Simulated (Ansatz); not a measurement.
Ansatz results at the PBE0-D4/def2-TZVP geometry: HOMO energy (PBE/def2-TZVPP) -6.42 eV; LUMO energy (PBE0/def2-TZVPP) 0.30 eV; zero-point energy (PBE0-D4/def2-TZVP) 238.3 kJ/mol.

Each molecule was computed in one conformer, which needn't be the lowest.

Question: Which molecule gave them?
A. `OCC1CO1`
B. `CCC(=O)O`
C. `COCCOC`
D. `COCC=O`

Answer: B. The others give `OCC1CO1`: -6.16, 1.33, 240.1; `COCCOC`: -5.61, 1.33, 372.0; `COCC=O`: -5.76, -1.00, 234.0.
